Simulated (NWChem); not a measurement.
# C2H6O2 (ethylene glycol): levels of theory compared

We compute a comparison of 6 runs (B3LYP/6-31G*, M06-2X/6-31G*, B2PLYP/6-31G*, BHLYP/6-31G*, CAM-B3LYP/6-31G*, wB97X/6-31G*) of C2H6O2 (ethylene glycol). 

Program for the calculation: NWChem 7.3.0.

2 further runs of the same task are left out: 2 set aside as unsound or not needed.

### Step 1. Starting point

C2H6O2: 10 atoms, total charge 0, spin state singlet. SMILES: `OCCO`. The C2–H7 distance was set to 1.432 Å, away from the relaxed value.

Bond lengths: O1–C2 1.411 Å, C2–C3 1.514 Å, C3–O4 1.410 Å, O1–H5 0.959 Å, C2–H6 1.098 Å, C3–H8 1.098 Å, C3–H9 1.092 Å, O4–H10 0.960 Å. Some angles: O1–C2–C3 107.6°, C2–C3–O4 111.8°, O1–C2–H6 112.0°, C3–C2–H6 109.0°, C2–O1–H5 108.9°, C2–C3–H8 109.3°, C2–C3–H9 109.4°, O4–C3–H8 112.0°, O4–C3–H9 106.6°, C3–O4–H10 108.5°. A long bond or contact: C2–H7 1.432 Å.

### Step 2. A single-point energy at B3LYP/6-31G(d) (spherical functions) (run 1)

Input file a.nw:

```
START a
TITLE "C2H6O2"
memory stack 880 mb heap 220 mb global 1100 mb
charge 0
GEOMETRY noautosym nocenter noautoz
  O    -1.843291    0.047061    0.077916
  C    -0.492091    0.449061    0.029616
  C     0.314009   -0.556339    0.824516
  O     1.686109   -0.232339    0.839416
  H    -2.379991    0.710561   -0.359584
  H    -0.344291    1.447061    0.462216
  H    -0.009800    0.482600   -1.318200
  H     0.132709   -1.563339    0.427216
  H    -0.020191   -0.548639    1.863916
  H     2.038409   -0.356539   -0.045184
END
BASIS spherical bse
  * library 6-31G*
END
DFT
  xc b3lyp
  grid xfine
  convergence energy 1e-08
  iterations 100
  mulliken
  print low
END
TASK dft
```

Launch:

```sh
$ nwchem a.nw > a.out
```

What it wrote:

```text
[...]
 d= 0,ls=0.0,diis     1   -230.1131854461 -3.60D+02  1.61D-02  7.67D-01     3.2
[...]
 d= 0,ls=0.0,diis    10   -230.1987596195 -1.23D-09  2.28D-07  4.21D-10    28.3
         Total DFT energy =     -230.198759619533
      One electron energy =     -570.437351366366
           Coulomb energy =      241.014016259914
    Exchange-Corr. energy =      -30.256187276475
 Nuclear repulsion energy =      129.480762763395
[...]
      Total Density - Mulliken Population Analysis
     ---------------------------------------------
    Atom       Charge   Shell Charges
 -----------   ------   -------------------------------------------------------
    1 O    8     8.61   2.00  0.90  2.93  0.97  1.78  0.03
    2 C    6     6.00   2.00  0.68  1.94  0.56  0.76  0.06
    3 C    6     6.02   2.00  0.68  2.06  0.50  0.71  0.07
    4 O    8     8.63   2.00  0.90  2.93  0.97  1.80  0.03
    5 H    1     0.59   0.48  0.11
    6 H    1     0.86   0.54  0.32
    7 H    1     1.00   0.45  0.55
    8 H    1     0.86   0.54  0.33
    9 H    1     0.84   0.53  0.31
   10 H    1     0.60   0.48  0.12
[...]
```

Wall time 29 s (1 thread of Intel Xeon Platinum 8488C (Sapphire Rapids), shared host); peak memory 0.14 GiB.

### Step 3. A single-point energy at M06-2X/6-31G(d) (spherical functions) (run 2)

Input file a.nw:

```
start a
title "C2H6O2 energy"
memory 2200 mb
charge 0

geometry units bohr noautosym nocenter noautoz
O   -3.48331516   0.08893240   0.14723990
C   -0.92991722   0.84860230   0.05596613
C    0.59339101  -1.05132834   1.55810943
O    3.18628423  -0.43905708   1.58626634
H   -4.49753117   1.34276568  -0.67951528
H   -0.65061570   2.73454898   0.87346165
H   -0.01851932   0.91198183  -2.49103698
H    0.25078366  -2.95428255   0.80732124
H   -0.03815546  -1.03677745   3.52229076
H    3.85203474  -0.67376106  -0.08538539
end

basis spherical bse
* library 6-31G*
end

dft
xc m06-2x
mult 1
grid xfine
convergence energy 1e-08
maxiter 100
mulliken
print low
end

task dft energy
```

Launch:

```sh
$ nwchem a.nw > a.out
```

What it wrote:

```text
[...]
 d= 0,ls=0.0,diis     1   -230.0163785751 -3.59D+02  1.23D-02  6.69D-01     4.2
[...]
 d= 0,ls=0.0,diis     8   -230.0947519646 -2.38D-09  3.05D-06  1.57D-07    34.5
         Total DFT energy =     -230.094751964579
      One electron energy =     -570.248204573043
           Coulomb energy =      240.802386994289
    Exchange-Corr. energy =      -30.129687784289
 Nuclear repulsion energy =      129.480753398464
[...]
      Total Density - Mulliken Population Analysis
     ---------------------------------------------
    Atom       Charge   Shell Charges
 -----------   ------   -------------------------------------------------------
    1 O    8     8.65   2.00  0.89  2.91  0.98  1.84  0.03
    2 C    6     6.01   2.00  0.66  1.92  0.57  0.80  0.06
    3 C    6     6.05   2.00  0.67  2.04  0.53  0.75  0.06
    4 O    8     8.66   2.00  0.89  2.91  0.98  1.86  0.03
    5 H    1     0.57   0.47  0.10
    6 H    1     0.84   0.53  0.31
    7 H    1     0.98   0.43  0.54
    8 H    1     0.84   0.53  0.31
    9 H    1     0.82   0.53  0.29
   10 H    1     0.58   0.47  0.11
[...]
```

Run time: 35 s. Hardware: 1 thread of Intel Xeon Platinum 8488C (Sapphire Rapids), shared host; peak memory 0.14 GiB.

### Step 4. The energy at B2PLYP/6-31G(d) (spherical functions) (run 3)

Input file mymol.nw:

```
start mymol
title "C2H6O2 B2PLYP"
memory stack 880 mb heap 220 mb global 1100 mb
charge 0

geometry units angstrom noautosym nocenter noautoz
  O    -1.843291    0.047061    0.077916
  C    -0.492091    0.449061    0.029616
  C     0.314009   -0.556339    0.824516
  O     1.686109   -0.232339    0.839416
  H    -2.379991    0.710561   -0.359584
  H    -0.344291    1.447061    0.462216
  H    -0.009800    0.482600   -1.318200
  H     0.132709   -1.563339    0.427216
  H    -0.020191   -0.548639    1.863916
  H     2.038409   -0.356539   -0.045184
end

basis spherical bse
  O library 6-31G*
  C library 6-31G*
  H library 6-31G*
end

dft
  xc hfexch 0.53 becke88 0.47 lyp 0.73 mp2 0.27
  dftmp2 semidirect
  mult 1
  grid xfine
  convergence energy 1e-08
  maxiter 100
  mulliken
  print low
end

mp2
  freeze core 4
end

task dft energy
```

Launch:

```sh
$ nwchem mymol.nw > mymol.out
```

What it wrote:

```text
[...]
 d= 0,ls=0.0,diis     1   -229.6755197616 -3.59D+02  1.11D-02  6.56D-01     3.2
[...]
 d= 0,ls=0.0,diis     8   -229.7530429781 -4.71D-09  2.42D-06  9.41D-08    22.6
         Total DFT energy =     -229.753042978091
      One electron energy =     -570.272018965332
           Coulomb energy =      240.847433070250
    Exchange-Corr. energy =      -29.809219846404
 Nuclear repulsion energy =      129.480762763395
[...]
      Total Density - Mulliken Population Analysis
     ---------------------------------------------
    Atom       Charge   Shell Charges
 -----------   ------   -------------------------------------------------------
    1 O    8     8.67   2.00  0.90  2.91  0.98  1.85  0.03
    2 C    6     5.98   2.00  0.67  1.90  0.57  0.78  0.07
    3 C    6     6.00   2.00  0.67  2.03  0.52  0.72  0.07
    4 O    8     8.69   2.00  0.90  2.92  0.98  1.87  0.03
    5 H    1     0.57   0.47  0.09
    6 H    1     0.84   0.53  0.31
    7 H    1     0.99   0.44  0.55
    8 H    1     0.85   0.53  0.31
    9 H    1     0.83   0.53  0.29
   10 H    1     0.58   0.47  0.10
[...]
  Basis functions       =     68
[...]
```

It took 24 s on 1 thread of Intel Xeon Platinum 8488C (Sapphire Rapids), shared host; peak memory 0.19 GiB.

Runs 4 to 5 aren't shown in full; the table further down has their settings and results.

### Step 5. The energy at wB97X/6-31G(d) (spherical functions) (run 6)

Input file c2h6o2.xyz:

```xyz
10

O     -1.843291     0.047061     0.077916
C     -0.492091     0.449061     0.029616
C      0.314009    -0.556339     0.824516
O      1.686109    -0.232339     0.839416
H     -2.379991     0.710561    -0.359584
H     -0.344291     1.447061     0.462216
H     -0.009800     0.482600    -1.318200
H      0.132709    -1.563339     0.427216
H     -0.020191    -0.548639     1.863916
H      2.038409    -0.356539    -0.045184
```

Input file run.py:

```python
from ase.io import read
from ase.calculators.nwchem import NWChem

mol = read('c2h6o2.xyz')

calc = NWChem(
    label='c2h6o2',
    theory='dft',
    memory='2200 mb',
    basis='6-31G*',
    basispar='spherical bse',
    dft={'xc': 'wb97x', 'mult': '1', 'grid': 'xfine', 'convergence': 'energy 1e-08', 'iterations': '100', 'mulliken': None},
    task='energy',
)
mol.calc = calc

e = mol.get_potential_energy()
print(f"E = {e:.6f} eV")
print("dipole (e A):", mol.get_dipole_moment().round(4))
```

Launch:

```sh
$ export ASE_NWCHEM_COMMAND="nwchem PREFIX.nwi > PREFIX.nwo"
$ python run.py
```

What it wrote:

```text
E = -6262.411842 eV
dipole (e A): [-0.1405  0.1822 -0.3271]
```

The calculator wrote c2h6o2.nwi:

```
title "c2h6o2"

permanent_dir c2h6o2

scratch_dir c2h6o2

start c2h6o2

geometry units angstrom nocenter noautosym noautoz
  O  -1.8432910000000000e+00 4.7060999999999999e-02 7.7915999999999999e-02
  C  -4.9209100000000000e-01 4.4906099999999999e-01 2.9616000000000000e-02
  C  3.1400899999999998e-01 -5.5633900000000003e-01 8.2451600000000003e-01
  O  1.6861090000000001e+00 -2.3233899999999999e-01 8.3941600000000005e-01
  H  -2.3799910000000000e+00 7.1056100000000000e-01 -3.5958400000000001e-01
  H  -3.4429100000000001e-01 1.4470609999999999e+00 4.6221600000000002e-01
  H  -9.7999999999999997e-03 4.8259999999999997e-01 -1.3182000000000000e+00
  H  1.3270899999999999e-01 -1.5633390000000000e+00 4.2721599999999998e-01
  H  -2.0191000000000001e-02 -5.4863899999999999e-01 1.8639159999999999e+00
  H  2.0384090000000001e+00 -3.5653899999999999e-01 -4.5184000000000002e-02
end

memory 2200 mb

basis spherical bse noprint
   * library 6-31G*
end

dft
  xc wb97x
  mult 1
  grid xfine
  convergence energy 1e-08
  iterations 100
  mulliken
end

task dft energy
```

c2h6o2.nwo (excerpt; [...] marks lines left out):

```text
[...]
      One electron energy =     -570.337155636688
[... 1 line left out ...]
    Exchange-Corr. energy =      -30.180207070969
[... 6 lines left out ...]
                       DFT Final Molecular Orbital Analysis
[... 491 lines left out ...]
     -------------------------------------------
[...]
```

It took 59 s on 1 thread of Intel Xeon Platinum 8488C (Sapphire Rapids), shared host; peak memory 0.14 GiB.

### Step 6. The series

| run | level | frozen core orbitals | energy (Eh) | wall time |
| --- | --- | --- | --- | --- |
| 1 | B3LYP/6-31G* (spherical functions) | – | -230.198760 | 29 s |
| 2 | M06-2X/6-31G* (spherical functions) | – | -230.094752 | 35 s |
| 3 | B2PLYP/6-31G* (spherical functions) | 4 | -229.955090 | 24 s |
| 4 | BHLYP/6-31G* (spherical functions) | – | -230.066861 | 25 s |
| 5 | CAM-B3LYP/6-31G* (spherical functions) | – | -230.098161 | 33 s |
| 6 | wB97X/6-31G* (spherical functions) | – | -230.139392 | 59 s |

### Step 7. What came out

| quantity | value |
| --- | --- |
| run 6: total energy | -230.13939 Eh |
| run 6: dipole moment | 1.92 D |
| run 6: HOMO energy | -10.05 eV |
| run 6: LUMO energy | 3.85 eV |
| run 6: HOMO–LUMO gap | 13.91 eV |

In words: Over runs 4, 5, 6 the dipole moment (its size) runs from 1.91 D (CAM-B3LYP/6-31G*) to 1.94 D (BHLYP/6-31G*). Over runs 4, 5, 6 the HOMO–LUMO gap runs from 11.70 eV (CAM-B3LYP/6-31G*) to 13.91 eV (wB97X/6-31G*). Totals of different functionals can't be ranked against each other. All runs together took 3.4 min, the longest 59 s.
